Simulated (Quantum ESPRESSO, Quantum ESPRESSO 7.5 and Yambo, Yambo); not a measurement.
# P (puckered monolayer): G0W0 with Yambo, start to end

Wanted: ground state, empty states, screening and self-energy for P (puckered monolayer).

Method: PBE and many-body steps on it, plane waves, in Quantum ESPRESSO 7.5 and Yambo 5.3.0.

**The experiments to reproduce.**

- Gap 1.75 ± 0.04 eV: optical gap, 1L, PL exciton peak; photoluminescence; 263 K; monolayer (mechanically exfoliated monolayer on 275 nm SiO2/Si, nitrogen flow) on SiO2/Si (“Optical Tuning of Exciton and Trion Emissions in Monolayer Phosphorene”, 2015, arxiv:1504.06386).

- Gap 2.2 eV: quasiparticle gap; monolayer (quoted in “Experimental evidence of monolayer arsenene: An exotic two-dimensional semiconducting material”, 2018, arxiv:1812.05978).

- Gap 1 eV: monolayer transport gap from transistor characteristics; field-effect transistor transfer characteristics; monolayer (quoted in “Exceptional and Anisotropic Transport Properties of Photocarriers in Black Phosphorus”, 2015, arxiv:1503.08525).

- Gap 2.102 ± 0.015 eV: optical gap, neutral exciton PL emission energy (mean over flakes); low-temperature micro-photoluminescence; monolayer (exfoliated flakes on Si with about 2 nm native oxide) on Si (“Excitons in atomically thin black phosphorus”, 2016, arxiv:1601.01110).

- Gap 1.67 eV: optical gap from PL emission peak, 1 layer; photoluminescence; monolayer (exfoliated monolayer) (“Infrared fingerprints of few-layer black phosphorus”, 2017, pmc:5227111).

This is a selection; 2 further reports are not listed.

## 1. Set-up

The cell holds 4 atoms: 4 P. Cell: a = 4.627 Å, b = 3.304 Å, c = 14.000 Å, α = 90.0°, β = 90.0°, γ = 90.0°. Vacuum lies along c.

The structure was relaxed with PBE. The runs that relaxed it are not among those shown.

## 2. Ground state

This step: Quantum ESPRESSO 7.5; DFT, PBE, plane waves, norm-conserving pseudopotentials.

The ground-state density comes first.

pw.in

```
&control
  calculation = 'scf'
  prefix = 'x'
  outdir = 'o'
  pseudo_dir = 'pseudo'
/
&system
  ibrav = 0
  nat = 4
  ntyp = 1
  ecutwfc = 36.0
  nbnd = 16
  force_symmorphic = .true.
/
&electrons
  conv_thr = 1e-10
  electron_maxstep = 80
  mixing_beta = 0.5
/
ATOMIC_SPECIES
  P 30.974 P.upf
CELL_PARAMETERS angstrom
  4.6271599390 0.0000000000 0.0000000000
  0.0000000000 3.3043513630 0.0000000000
  0.0000000000 0.0000000000 14.0000000000
ATOMIC_POSITIONS crystal
  P 0.0887696182 0.0000000000 0.5752654040
  P 0.4112303818 0.5000000000 0.5752654040
  P 0.5887696182 0.5000000000 0.4247346300
  P 0.9112303818 0.0000000000 0.4247346300
K_POINTS automatic
  8 10 1 0 0 0
```

Run with:

```sh
$ OMP_NUM_THREADS=1 mpirun -n 8 pw.x -nk 8 -in pw.in > pw.out
```

What it wrote:

```text
Program PWSCF v.7.5 starts

     This program is part of the open-source Quantum ESPRESSO suite
     for quantum simulation of materials; please cite
         "P. Giannozzi et al., J. Phys.:Condens. Matter 21 395502 (2009);
         "P. Giannozzi et al., J. Phys.:Condens. Matter 29 465901 (2017);
         "P. Giannozzi et al., J. Chem. Phys. 152 154105 (2020);
     in publications or presentations arising from this work. More details at
     Message from routine setup:
     using ibrav=0 with symmetry is DISCOURAGED, use correct ibrav instead

     G-vector sticks info

     bravais-lattice index     =            0
     lattice parameter (alat)  =       8.7441  a.u.
     unit-cell volume          =    1444.5260 (a.u.)^3
     number of atoms/cell      =            4
     number of atomic types    =            1
     number of electrons       =        20.00
     number of Kohn-Sham states=           16
     kinetic-energy cutoff     =      36.0000  Ry
     charge density cutoff     =     144.0000  Ry
     scf convergence threshold =      1.0E-10
     mixing beta               =       0.5000
     number of iterations used =            8  plain     mixing
     Exchange-correlation= PBE
                           (   1   4   3   4   0   0   0)

     celldm(1)=   8.744065  celldm(2)=   0.000000  celldm(3)=   0.000000
     celldm(4)=   0.000000  celldm(5)=   0.000000  celldm(6)=   0.000000

     crystal axes: (cart. coord. in units of alat)
               a(1) = (   1.000000   0.000000   0.000000 )
               a(2) = (   0.000000   0.714121   0.000000 )
               a(3) = (   0.000000   0.000000   3.025614 )

     reciprocal axes: (cart. coord. in units 2 pi/alat)
               b(1) = (  1.000000  0.000000  0.000000 )
               b(2) = (  0.000000  1.400323  0.000000 )
               b(3) = (  0.000000  0.000000  0.330511 )
     Pseudo is Norm-conserving + core correction, Zval =  5.0
     Generated using ONCVPSP code by D. R. Hamann
     Using radial grid of 1298 points,  6 beta functions with:
     P                 5.00    30.97400     P ( 1.00)

      4 Sym. Ops., with inversion, found

   Cartesian axes

     site n.     atom                  positions (alat units)
         1        P      tau(   1) = (   0.0887696   0.0000000   1.7405311  )
         2        P      tau(   2) = (   0.4112304   0.3570604   1.7405311  )
         3        P      tau(   3) = (   0.5887696   0.3570604   1.2850831  )
         4        P      tau(   4) = (   0.9112304   0.0000000   1.2850831  )

     number of k points=    30
                       cart. coord. in units 2pi/alat
        k(    1) = (   0.0000000   0.0000000   0.0000000), wk =   0.0250000
        k(    2) = (   0.0000000   0.1400323   0.0000000), wk =   0.0500000
        k(    3) = (   0.0000000   0.2800646   0.0000000), wk =   0.0500000
        k(    4) = (   0.0000000   0.4200970   0.0000000), wk =   0.0500000
        k(    5) = (   0.0000000   0.5601293   0.0000000), wk =   0.0500000
        k(    6) = (   0.0000000  -0.7001616   0.0000000), wk =   0.0250000
        k(    7) = (   0.1250000   0.0000000   0.0000000), wk =   0.0500000
        k(    8) = (   0.1250000   0.1400323   0.0000000), wk =   0.1000000
        k(    9) = (   0.1250000   0.2800646   0.0000000), wk =   0.1000000
        k(   10) = (   0.1250000   0.4200970   0.0000000), wk =   0.1000000
     [... 18 further rows ...]
        k(   29) = (  -0.5000000   0.5601293   0.0000000), wk =   0.0500000
        k(   30) = (  -0.5000000  -0.7001616   0.0000000), wk =   0.0250000

     Dense  grid:    42135 G-vectors     FFT dimensions: (  36,  24, 108)

     Initial potential from superposition of free atoms

     starting charge      19.9994, renormalised to      20.0000
     Starting wfcs are   16 randomized atomic wfcs

     per-process dynamical memory:    36.8 Mb

     Self-consistent Calculation

     iteration #  1     ecut=    36.00 Ry     beta= 0.50

     Threshold (ethr) on eigenvalues was too large:
     Diagonalizing with lowered threshold

     total energy              =     -55.39353951 Ry
     estimated scf accuracy    <       0.06360606 Ry

     iteration #  2     ecut=    36.00 Ry     beta= 0.50

     total energy              =     -55.39341003 Ry
     estimated scf accuracy    <       0.01166156 Ry

     iteration #  3     ecut=    36.00 Ry     beta= 0.50

     total energy              =     -55.39401512 Ry
     estimated scf accuracy    <       0.00022958 Ry

     iteration #  4     ecut=    36.00 Ry     beta= 0.50

     total energy              =     -55.39410088 Ry
     estimated scf accuracy    <       0.00002297 Ry

     iteration #  5     ecut=    36.00 Ry     beta= 0.50

     total energy              =     -55.39410487 Ry
     estimated scf accuracy    <       0.00000171 Ry

     iteration #  6     ecut=    36.00 Ry     beta= 0.50

     total energy              =     -55.39410532 Ry
     estimated scf accuracy    <       0.00000011 Ry

     iteration #  7     ecut=    36.00 Ry     beta= 0.50

     total energy              =     -55.39410536 Ry
     estimated scf accuracy    <       0.00000002 Ry

     iteration #  8     ecut=    36.00 Ry     beta= 0.50

     total energy              =     -55.39410537 Ry
     estimated scf accuracy    <          8.5E-10 Ry

     iteration #  9     ecut=    36.00 Ry     beta= 0.50

     total energy              =     -55.39410537 Ry
     estimated scf accuracy    <          1.2E-10 Ry

     iteration # 10     ecut=    36.00 Ry     beta= 0.50

     End of self-consistent calculation

          k = 0.0000 0.0000 0.0000 (  5269 PWs)   bands (ev):

   -15.6602 -13.2036  -9.9048  -6.3707  -5.4491  -5.2021  -4.0400  -2.4635
    -2.3761  -0.7382   0.1694   0.9047   1.9161   2.5506   3.7418   3.7988

          k = 0.0000 0.1400 0.0000 (  5272 PWs)   bands (ev):

   -15.5418 -13.0798  -9.9528  -6.2815  -5.5568  -5.0979  -4.6857  -3.1109
    -2.3315  -0.7626   0.2799   1.8741   1.9288   2.8067   3.8741   3.9060

          k = 0.0000 0.2801 0.0000 (  5258 PWs)   bands (ev):

   -15.1890 -12.7095 -10.1976  -6.2147  -6.0304  -5.6813  -4.7943  -3.7875
    -2.2775  -0.9587   0.6014   0.8984   3.2587   3.3621   3.8844   4.2675

          k = 0.0000 0.4201 0.0000 (  5264 PWs)   bands (ev):

     [... further k-points ...]

     highest occupied, lowest unoccupied level (ev):    -0.7382    0.1694

!    total energy              =     -55.39410537 Ry
     estimated scf accuracy    <          6.3E-11 Ry

     The total energy is the sum of the following terms:
     one-electron contribution =    -191.91508283 Ry
     hartree contribution      =      99.77041285 Ry
     xc contribution           =     -16.31287725 Ry
     ewald contribution        =      53.06344186 Ry

     convergence has been achieved in  10 iterations

     XML data file, charge density, pseudopotentials, collected wavefunctions

=------------------------------------------------------------------------------=
   JOB DONE.
=------------------------------------------------------------------------------=
```

The job ended after 5.8 s (8 MPI ranks of Intel Xeon 6975P-C (Granite Rapids), shared host; peak memory 0.6 GiB).

Numbers from this step:

* total energy: -753.6752 eV
* gap: 0.9076 eV
* k of the valence top: 0, 0, 0
* k of the conduction bottom: 0, 0, 0
* least direct gap: 0.9076 eV

The gap is direct, at Γ.

## 3. Bands along the symmetry lines

The cheap functional maps the bands first; the places of the edges decide which points the dearer methods must see.

pw.in

```
&control
  calculation = 'bands'
  prefix = 'x'
  outdir = 'o'
  pseudo_dir = 'pseudo'
/
&system
  ibrav = 0
  nat = 4
  ntyp = 1
  ecutwfc = 36.0
  nbnd = 16
  force_symmorphic = .true.
/
&electrons
  conv_thr = 1e-9
  electron_maxstep = 80
  diago_full_acc = .true.
  diago_thr_init = 5e-6
/
ATOMIC_SPECIES
  P 30.974 P.upf
CELL_PARAMETERS angstrom
  4.6271599390 0.0000000000 0.0000000000
  0.0000000000 3.3043513630 0.0000000000
  0.0000000000 0.0000000000 14.0000000000
ATOMIC_POSITIONS crystal
  P 0.0887696182 0.0000000000 0.5752654040
  P 0.4112303818 0.5000000000 0.5752654040
  P 0.5887696182 0.5000000000 0.4247346300
  P 0.9112303818 0.0000000000 0.4247346300
K_POINTS crystal
  33
  0.00000000 0.00000000 0.00000000 1
  0.06250000 0.00000000 0.00000000 1
  0.12500000 0.00000000 0.00000000 1
  0.18750000 0.00000000 0.00000000 1
  0.25000000 0.00000000 0.00000000 1
  0.31250000 0.00000000 0.00000000 1
  0.37500000 0.00000000 0.00000000 1
  0.43750000 0.00000000 0.00000000 1
  0.50000000 0.00000000 0.00000000 1
  0.50000000 0.06250000 0.00000000 1
  0.50000000 0.12500000 0.00000000 1
  0.50000000 0.18750000 0.00000000 1
  0.50000000 0.25000000 0.00000000 1
  0.50000000 0.31250000 0.00000000 1
  0.50000000 0.37500000 0.00000000 1
  0.50000000 0.43750000 0.00000000 1
  0.50000000 0.50000000 0.00000000 1
  0.43750000 0.50000000 0.00000000 1
  0.37500000 0.50000000 0.00000000 1
  0.31250000 0.50000000 0.00000000 1
  0.25000000 0.50000000 0.00000000 1
  0.18750000 0.50000000 0.00000000 1
  0.12500000 0.50000000 0.00000000 1
  0.06250000 0.50000000 0.00000000 1
  0.00000000 0.50000000 0.00000000 1
  0.00000000 0.43750000 0.00000000 1
  0.00000000 0.37500000 0.00000000 1
  0.00000000 0.31250000 0.00000000 1
  0.00000000 0.25000000 0.00000000 1
  0.00000000 0.18750000 0.00000000 1
  0.00000000 0.12500000 0.00000000 1
  0.00000000 0.06250000 0.00000000 1
  0.00000000 0.00000000 0.00000000 1
```

What it wrote:

```text
[banner, memory and clock lines left out]
Program PWSCF v.7.5 starts

     Atomic positions and unit cell read from directory:
     o/x.save/

     Message from routine setup:
     using ibrav=0 with symmetry is DISCOURAGED, use correct ibrav instead

     G-vector sticks info

     bravais-lattice index     =            0
     lattice parameter (alat)  =       8.7441  a.u.
     unit-cell volume          =    1444.5260 (a.u.)^3
     number of atoms/cell      =            4
     number of atomic types    =            1
     number of electrons       =        20.00
     number of Kohn-Sham states=           16
     kinetic-energy cutoff     =      36.0000  Ry
     charge density cutoff     =     144.0000  Ry
     Exchange-correlation= PBE
                           (   1   4   3   4   0   0   0)

     celldm(1)=   8.744065  celldm(2)=   0.000000  celldm(3)=   0.000000
     celldm(4)=   0.000000  celldm(5)=   0.000000  celldm(6)=   0.000000

     crystal axes: (cart. coord. in units of alat)
               a(1) = (   1.000000   0.000000   0.000000 )
               a(2) = (   0.000000   0.714121   0.000000 )
               a(3) = (   0.000000   0.000000   3.025614 )

     reciprocal axes: (cart. coord. in units 2 pi/alat)
               b(1) = (  1.000000  0.000000  0.000000 )
               b(2) = (  0.000000  1.400323  0.000000 )
               b(3) = (  0.000000  0.000000  0.330511 )
     Pseudo is Norm-conserving + core correction, Zval =  5.0
     Generated using ONCVPSP code by D. R. Hamann
     Using radial grid of 1298 points,  6 beta functions with:
     P                 5.00    30.97400     P ( 1.00)

      4 Sym. Ops., with inversion, found

   Cartesian axes

     site n.     atom                  positions (alat units)
         1        P      tau(   1) = (   0.0887696   0.0000000   1.7405311  )
         2        P      tau(   2) = (   0.4112304   0.3570604   1.7405311  )
         3        P      tau(   3) = (   0.5887696   0.3570604   1.2850831  )
         4        P      tau(   4) = (   0.9112304   0.0000000   1.2850831  )

     number of k points=    33
                       cart. coord. in units 2pi/alat
        k(    1) = (   0.0000000   0.0000000   0.0000000), wk =   0.0606061
        k(    2) = (   0.0625000   0.0000000   0.0000000), wk =   0.0606061
        k(    3) = (   0.1250000   0.0000000   0.0000000), wk =   0.0606061
[...]
[... 21 further rows ...]
        k(   32) = (   0.0000000   0.0875202   0.0000000), wk =   0.0606061
        k(   33) = (   0.0000000   0.0000000   0.0000000), wk =   0.0606061

     Dense  grid:    42135 G-vectors     FFT dimensions: (  36,  24, 108)

     The potential is recalculated from file :
     o/x.save/charge-density

     Starting wfcs are   16 randomized atomic wfcs

     Band Structure Calculation

     End of band structure calculation

          k = 0.0000 0.0000 0.0000 (  5269 PWs)   bands (ev):

   -15.6601 -13.2036  -9.9047  -6.3707  -5.4491  -5.2020  -4.0400  -2.4635
    -2.3760  -0.7381   0.1695   0.9047   1.9161   2.5507   3.7418   3.7988

          k = 0.0625 0.0000 0.0000 (  5257 PWs)   bands (ev):

   -15.6414 -13.2302  -9.9112  -6.5143  -5.3576  -5.1214  -4.0255  -2.4769
[...]
k = 0.1250 0.0000 0.0000 (  5241 PWs)   bands (ev):

[...]
k = 0.0000 0.0875 0.0000 (  5252 PWs)   bands (ev):

[...]
k = 0.0000 0.0000 0.0000 (  5269 PWs)   bands (ev):

   -15.6601 -13.2036  -9.9047  -6.3707  -5.4491  -5.2020  -4.0400  -2.4635
    -2.3760  -0.7381   0.1695   0.9047   1.9161   2.5507   3.7418   3.7988

     XML data file, pseudopotentials, collected wavefunctions
```

Wall time 2.9 s (8 MPI ranks); peak memory 0.5 GiB.

This step gave:

| Quantity | Value |
| --- | --- |
| gap | 0.9076 eV |
| k of the valence top | 0, 0, 0 |
| k of the conduction bottom | 0, 0, 0 |
| least direct gap | 0.9076 eV |

The gap is 0.908 eV, as in the run before at this level.

Electronic bands along the path, in eV, zero at the top of the highest filled band:

| point | band 7 | band 8 | band 9 | band 10 | band 11 | band 12 | band 13 | band 14 |
| --- | --- | --- | --- | --- | --- | --- | --- | --- |
| Γ | -3.30 | -1.73 | -1.64 | 0.00 | 0.91 | 1.64 | 2.65 | 3.29 |
| halfway | -3.08 | -1.94 | -1.37 | -0.72 | 1.85 | 2.10 | 2.16 | 3.21 |
| X | -2.51 | -2.51 | -1.26 | -1.26 | 2.08 | 2.08 | 3.63 | 3.63 |
| halfway | -2.74 | -2.74 | -1.46 | -1.46 | 2.71 | 2.71 | 3.64 | 3.64 |
| S | -4.55 | -4.55 | -1.10 | -1.10 | 2.39 | 2.39 | 3.80 | 3.80 |
| halfway | -3.64 | -3.64 | -1.29 | -1.29 | 1.66 | 1.66 | 3.08 | 3.08 |
| Y | -2.69 | -2.69 | -1.93 | -1.93 | 1.23 | 1.23 | 2.17 | 2.17 |
| halfway | -3.84 | -3.09 | -1.59 | -0.41 | 1.28 | 1.56 | 3.36 | 3.50 |
| Γ | -3.30 | -1.73 | -1.64 | 0.00 | 0.91 | 1.64 | 2.65 | 3.29 |

## 4. Empty states on the mesh, 4×6×1 mesh, 70 bands

The sums over transitions need many empty states on a uniform mesh; this step solves for them.

pw.in

```
&control
  calculation = 'nscf'
  prefix = 'x'
  outdir = 'o'
  pseudo_dir = 'pseudo'
/
&system
  ibrav = 0
  nat = 4
  ntyp = 1
  ecutwfc = 36.0
  nbnd = 70
  force_symmorphic = .true.
/
&electrons
  conv_thr = 1e-9
  electron_maxstep = 80
  diago_full_acc = .true.
  diago_thr_init = 5e-6
/
ATOMIC_SPECIES
  P 30.974 P.upf
CELL_PARAMETERS angstrom
  4.6271599390 0.0000000000 0.0000000000
  0.0000000000 3.3043513630 0.0000000000
  0.0000000000 0.0000000000 14.0000000000
ATOMIC_POSITIONS crystal
  P 0.0887696182 0.0000000000 0.5752654040
  P 0.4112303818 0.5000000000 0.5752654040
  P 0.5887696182 0.5000000000 0.4247346300
  P 0.9112303818 0.0000000000 0.4247346300
K_POINTS automatic
  4 6 1 0 0 0
```

Run with:

```sh
$ OMP_NUM_THREADS=1 mpirun -n 8 pw.x -nk 4 -in pw.in > pw.out
```

What it wrote:

```text
[banner, memory and clock lines left out]
Program PWSCF v.7.5 starts

     Atomic positions and unit cell read from directory:
     o/x.save/

     Message from routine setup:
     using ibrav=0 with symmetry is DISCOURAGED, use correct ibrav instead

     bravais-lattice index     =            0
     lattice parameter (alat)  =       8.7441  a.u.
     unit-cell volume          =    1444.5260 (a.u.)^3
     number of atoms/cell      =            4
     number of atomic types    =            1
     number of electrons       =        20.00
     number of Kohn-Sham states=           70
     kinetic-energy cutoff     =      36.0000  Ry
     charge density cutoff     =     144.0000  Ry
     Exchange-correlation= PBE
                           (   1   4   3   4   0   0   0)

     celldm(1)=   8.744065  celldm(2)=   0.000000  celldm(3)=   0.000000
     celldm(4)=   0.000000  celldm(5)=   0.000000  celldm(6)=   0.000000

     crystal axes: (cart. coord. in units of alat)
               a(1) = (   1.000000   0.000000   0.000000 )
               a(2) = (   0.000000   0.714121   0.000000 )
               a(3) = (   0.000000   0.000000   3.025614 )

     reciprocal axes: (cart. coord. in units 2 pi/alat)
               b(1) = (  1.000000  0.000000  0.000000 )
               b(2) = (  0.000000  1.400323  0.000000 )
               b(3) = (  0.000000  0.000000  0.330511 )
     Pseudo is Norm-conserving + core correction, Zval =  5.0
     Generated using ONCVPSP code by D. R. Hamann
     Using radial grid of 1298 points,  6 beta functions with:
     P                 5.00    30.97400     P ( 1.00)

      4 Sym. Ops., with inversion, found

   Cartesian axes

     site n.     atom                  positions (alat units)
         1        P      tau(   1) = (   0.0887696   0.0000000   1.7405311  )
         2        P      tau(   2) = (   0.4112304   0.3570604   1.7405311  )
         3        P      tau(   3) = (   0.5887696   0.3570604   1.2850831  )
         4        P      tau(   4) = (   0.9112304   0.0000000   1.2850831  )

     number of k points=    12
                       cart. coord. in units 2pi/alat
        k(    1) = (   0.0000000   0.0000000   0.0000000), wk =   0.0833333
        k(    2) = (   0.0000000   0.2333872   0.0000000), wk =   0.1666667
        k(    3) = (   0.0000000   0.4667744   0.0000000), wk =   0.1666667
[...]
k(   11) = (  -0.5000000   0.4667744   0.0000000), wk =   0.1666667
        k(   12) = (  -0.5000000  -0.7001616   0.0000000), wk =   0.0833333

     Dense  grid:    42135 G-vectors     FFT dimensions: (  36,  24, 108)

     The potential is recalculated from file :
     o/x.save/charge-density

     Starting wfcs are   16 randomized atomic wfcs +   54 random wfcs

     Band Structure Calculation

     End of band structure calculation

          k = 0.0000 0.0000 0.0000 (  5269 PWs)   bands (ev):

   -15.6601 -13.2036  -9.9047  -6.3707  -5.4491  -5.2020  -4.0400  -2.4635
    -2.3760  -0.7381   0.1695   0.9047   1.9161   2.5507   3.7418   3.7988
     5.2578   5.6338   5.7822   6.2375   6.3131   7.1976   7.3708   8.5129
[...]
22.5396  22.6203  23.2807  23.6469  23.6523  23.7685

          k = 0.0000 0.2334 0.0000 (  5280 PWs)   bands (ev):

[...]
21.6793  22.0882  22.3541  22.4186  22.5919  22.8052

          k = 0.0000 0.4668 0.0000 (  5286 PWs)   bands (ev):

[...]
17.0496  17.2898  17.4847  17.6943  17.8004  17.8082  18.3250  18.3296
    18.4329  18.6059  19.1036  19.1300  19.7536  20.2576  20.7806  21.0444
    21.1171  21.3265  21.4919  21.6530  22.1546  22.1839

          k = 0.0000-0.7002 0.0000 (  5320 PWs)   bands (ev):

     [... further k-points ...]

     highest occupied, lowest unoccupied level (ev):    -0.7381    0.1695

     XML data file, pseudopotentials, collected wavefunctions
```

Wall time 4.5 s (8 MPI ranks); peak memory 0.55 GiB.

This step gave:

| Property | Result |
| --- | --- |
| gap | 0.9076 eV |
| k of the valence top | 0, 0, 0 |
| k of the conduction bottom | 0, 0, 0 |
| least direct gap | 0.9076 eV |
| k points computed | 12 |
| lowest point of the top converged band, above the valence top | 22.67 eV |

On this mesh the gap is 0.908 eV.

(Continued in part 2 of 2.)

[Paths, hosts, dates, memory and timing lines, banners, echoed tables and standing remarks are left out of the program output.]

[Logs are printed without paths, hosts, clocks, repeated set-up lines and the standing remarks that a program may print on its own settings, such as how far it seeks lower states.]

[Runs of the session that timed out or met a known fault of the program may be left out.]

[Hosts, paths, dates, database ids (printed as entryN), source tags and the programs' standing remarks are cut or masked in the printed files.]
